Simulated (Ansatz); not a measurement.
# VGe2N4 monolayer in a perpendicular field, part 2 of 2

What dipole does a perpendicular field induce in the VGe2N4 monolayer, and does the gap follow? A positive field points along +c.

Ansatz 0.2.0; plane-wave DFT, PBE-D3(BJ), Ansatz PAW.

So far, gap along the path (eV): step 3 (atoms held, field 0) 0.202; step 5 (field -0.1 V/Å) 0.202; step 6 (field 0.2 V/Å) 0.202; step 7 (field -0.2 V/Å) 0.202; step 8 (field 0.35 V/Å) 0.200.

## 11. Relaxing in the field, field -0.1 V/Å

The opposite sign, again from the field-free geometry; the difference of the two cancels what relaxes without a field.

Contents of input.yaml:

```yaml
crystal:
  lattice:
    - [2.9841861693, 0.0, 0.0]
    - [-1.4920930847, 2.5843810322, 0.0]
    - [0.0, 0.0, 25.3196034492]
  atoms:
    - { symbol: "N", position: [0.0, 0.0, 0.355455804] }
    - { symbol: Ge, position: [0.3333333333, 0.6666666667, 0.3811232178] }
    - { symbol: "N", position: [0.3333333333, 0.6666666667, 0.4552747231], spin: -0.05 }
    - { symbol: V, position: [0.0, 0.0, 0.5], spin: 0.76 }
    - { symbol: "N", position: [0.3333333333, 0.6666666667, 0.5447252769], spin: -0.05 }
    - { symbol: Ge, position: [0.3333333333, 0.6666666667, 0.6188767822] }
    - { symbol: "N", position: [0.0, 0.0, 0.644544196] }
magnetization:
  spin_polarized: true
kpoints:
  mp_grid: { grid: [12, 12, 1] }
hamiltonian:
  xc: pbe
  dispersion: d3bj
scf:
  occupations: { method: fermi_dirac, width: 0.02585 }
  convergence: { dr2_threshold: 1.0e-10 }
efield:
  axis: 3
  dipole_correction: true
  ramp_position: 0.9372
  ramp_width: 0.1256
  amplitude: -0.1
relax:
  f_tol: 0.001
  max_steps: 60
output:
  write_potential: true
  write_density: true
  volumetric_format: npy
```

Started as:

```
ansatz run input.yaml --threads 4 --pin off --max-ram 6144MiB --backend cpu --events-out ev --progress --plain --runs-dir out
```

Run time: 39 s. Hardware: 4 threads of Arm Neoverse V1, shared host; peak memory 0.65 GiB; 2.5 min of CPU time.

No atom moved by 0.005 Å in the relaxation.

Numbers from this step:

| Property | Result |
| --- | --- |
| site moments | 0.003896, 0.003084, -0.04903, 0.7785, -0.04949, 0.003034, 0.003671 μB |
| dipole along the normal | -0.03734 e·Å |

The relaxation took 4 steps and lowered the energy by 1.2e-4 eV; the largest force on the free atoms ends at 9.2e-4 eV/Å.

The dipole is -0.0373 e·Å, and the gap on the mesh 0.222 eV.

## 12. Response, atoms relaxed

This step: plane-wave DFT, PBE-D3(BJ), Ansatz PAW; response to a field along the normal, atoms relaxed (Ansatz 0.2.0).

The same analysis on the two relaxed runs holds the ionic part too; their mesh is coarser, so small differences from the held value can come from that.

Numbers from this step:

| Quantity | Value |
| --- | --- |
| equivalent conductor thickness p/(ε₀AE) | 8.762 Å |

Dipole of the cell against applied field:

| applied field (V/Å) | dipole of the cell (e·Å) |
| --- | --- |
| -0.1000 | -0.0373 |
| 0.1000 | 0.0373 |

The total moment stays at 0.997 μB for applied field from -0.1 to 0.1 V/Å.

Local field over the applied field, running mean. From the potentials at -0.1 and 0.1 V/Å; running mean over 2.5 Å. Local field over applied field against z:

| z (Å) | local field over applied field |
| --- | --- |
| 5 | 0.999 |
| 6 | 0.985 |
| 7 | 0.846 |
| 8 | 0.677 |
| 9 | 0.126 |
| 10 | 0.0850 |
| 11 | 0.0771 |
| 12 | 0.0335 |
| 13 | 0.00981 |
| 14 | 0.125 |
| 15 | -0.0112 |
| 16 | 0.0803 |
| 17 | 0.512 |
| 18 | 0.725 |
| 19 | 0.968 |
| 20 | 0.997 |
| 21 | 1.000 |

Electrons, planar mean, per unit field. Table of induced electron density by z:

| z (Å) | induced electron density (e/Å³ per V/Å) |
| --- | --- |
| 5.0 | 4.2e-6 |
| 5.5 | 2.3e-5 |
| 6.0 | 6.5e-5 |
| 6.5 | 2.0e-4 |
| 7.0 | 6.4e-4 |
| 7.5 | 0.00192 |
| 8.0 | 0.00555 |
| 8.5 | 0.0130 |
| 9.0 | -0.00831 |
| 9.5 | -0.0629 |
| 10.0 | 0.0422 |
| 10.5 | 0.00417 |
| 11.0 | 0.00178 |
| 11.5 | 3.4e-4 |
| 12.0 | -0.00968 |
| 12.5 | -0.0126 |
| 13.0 | 0.0186 |
| 13.5 | 0.00347 |
| 14.0 | -3.5e-4 |
| 14.5 | -0.00273 |
| 15.0 | -0.00741 |
| 15.5 | -0.0513 |
| 16.0 | 0.0585 |
| 16.5 | -0.00277 |
| 17.0 | -0.0105 |
| 17.5 | -0.00383 |
| 18.0 | -0.00129 |
| 18.5 | -4.3e-4 |
| 19.0 | -1.4e-4 |
| 19.5 | -4.2e-5 |
| 20.0 | -7.7e-6 |
| 20.5 | -3.3e-6 |

The induced dipole is that of a conductor 8.76 Å thick.

## 13. A changed input: basis.xc_grid = 2

This step: plane-wave DFT, PBE-D3(BJ), Ansatz PAW (Ansatz 0.2.0).

A run with a changed input: it repeats the earlier run at 0.1 V/Å with basis.xc_grid to 2.

input.yaml, as its differences from that of step 11:

```diff
@@ -16,3 +16,6 @@
 kpoints:
-  mp_grid: { grid: [12, 12, 1] }
+  mp_grid: { grid: [18, 18, 1] }
+  band_path:
+    path: [[0, 0, 0], [0.5, 0, 0], [0.33333333, 0.33333333, 0], [0, 0, 0]]
+    npoints: 16
 hamiltonian:
@@ -28,6 +31,3 @@
   ramp_width: 0.1256
-  amplitude: -0.1
-relax:
-  f_tol: 0.001
-  max_steps: 60
+  amplitude: 0.1
 output:
@@ -36 +36,3 @@
   volumetric_format: npy
+basis:
+  xc_grid: 2
```

The job ended after 39 s (4 threads; peak memory 0.92 GiB).

This step gave:

```yaml
energy_at_zero_smearing: -13041.4530 eV
site_moments: 0.003736, 0.003053, -0.04929, 0.7783, -0.04903, 0.003069, 0.003880 μB
dipole_along_the_normal: 0.03532 e·Å
gap_along_the_path: 0.2019 eV
gap_the_smaller_of_path_and_mesh: 0.2019 eV
```

Deep bands are left out, so band numbers here count from the lowest band kept and differ from the log's. The electronic bands at the labelled points (eV, zero at the Fermi level of the run, which the smearing sets inside the gap; # counts the bands kept):

| point | up #12 | up #13 | up #14 | up #15 | down #10 | down #12 | down #13 | down #14 |
| --- | --- | --- | --- | --- | --- | --- | --- | --- |
| Γ | -1.40 | -0.09 | 2.25 | 2.25 | -1.87 | -1.41 | 0.94 | 2.54 |
| halfway | -1.56 | -0.72 | 1.65 | 1.83 | -2.63 | -1.55 | 0.48 | 2.36 |
| M | -2.09 | -0.96 | 1.06 | 1.16 | -2.40 | -2.06 | 0.14 | 2.04 |
| halfway | -1.92 | -0.84 | 0.60 | 1.56 | -2.87 | -1.90 | 0.16 | 1.91 |
| K | -1.62 | -0.58 | 0.16 | 1.87 | -3.31 | -1.63 | 0.28 | 1.67 |
| halfway | -1.66 | -0.88 | 1.54 | 1.68 | -2.54 | -1.64 | 0.32 | 2.31 |
| Γ | -1.40 | -0.09 | 2.25 | 2.25 | -1.87 | -1.41 | 0.94 | 2.54 |

| quantity | this run | earlier run | difference |
| --- | --- | --- | --- |
| dipole along the normal (e·Å) | 0.03532 | 0.03532 | 7.9e-7 |
| gap along the path (eV) | 0.2019 | 0.2019 | 0 |
| total moment (μB) | 0.9967 | 0.9967 | 3.9e-7 |

Nothing in the table moves by 0.01 in its unit (for the dipole 0.5 % and 5e-5 e·Å).

## 14. Varying the input

Another changed input: it repeats the earlier run at 0.1 V/Å with scf.mixing.preconditioner to kerker, scf.occupations.method from fermi_dirac to methfessel_paxton and scf.occupations.width from 0.02585 to 0.3.

input.yaml, as its differences from that of step 13:

```diff
@@ -24,4 +24,5 @@
 scf:
-  occupations: { method: fermi_dirac, width: 0.02585 }
+  occupations: { method: methfessel_paxton, width: 0.3 }
   convergence: { dr2_threshold: 1.0e-10 }
+  mixing: { preconditioner: kerker }
 efield:
@@ -36,3 +37 @@
   volumetric_format: npy
-basis:
-  xc_grid: 2
```

Wall time 1.7 min (4 threads); peak memory 0.9 GiB; 6.6 min of CPU time.

| quantity | this run | earlier run | difference |
| --- | --- | --- | --- |
| dipole along the normal (e·Å) | 0.03539 | 0.03532 | 6.4e-5 |
| total moment (μB) | 0.9410 | 0.9967 | -0.056 |

What moves beyond 0.01 in its unit (for the dipole 0.5 % and 5e-5 e·Å): total moment (-0.0557 μB).

The change shows in the results, which are not taken further.

## 15. Results

```
gap without field                             : 0.202 eV
ionisation energy, upper face                 : 5.88 eV
electron affinity, upper face                 : 5.68 eV
equivalent conductor thickness, atoms held    : 8.29 Å
equivalent conductor thickness, atoms relaxed : 8.76 Å
```

What this shows: The induced dipole equals that of a perfect conductor 8.29 Å thick, while the outer atoms lie 7.32 Å apart; an out-of-plane ε follows only once a thickness t is chosen, by 1 − 1/ε = 8.29 Å / t. The gap stays within 0.01 eV of 0.20 eV over the fields run, up to 0.35 V/Å in size. Letting the atoms follow the field adds 0.47 Å to the equivalent conductor thickness: the ionic part of the response. Semilocal functionals give gaps that are too small, and excitons are not included. The magnetic order is the one reached from the typed start; other orders were not compared. Spin-orbit coupling is left out. The outer anions sit over the metal atoms, one of several polytypes of such layers and not the lowest for every compound.

[Logs are printed without paths, hosts, clocks, repeated set-up lines and the standing remarks that a program may print on its own settings, such as how far it seeks lower states.]

[Hosts, paths, dates, database ids (printed as entryN), source tags and the programs' standing remarks are cut or masked in the printed files.]

[Maps of the electrostatic potential energy from Ansatz leave out the sawtooth potential of an applied field or a dipole correction, so their vacuum need not be flat; planar profiles and work functions include it.]
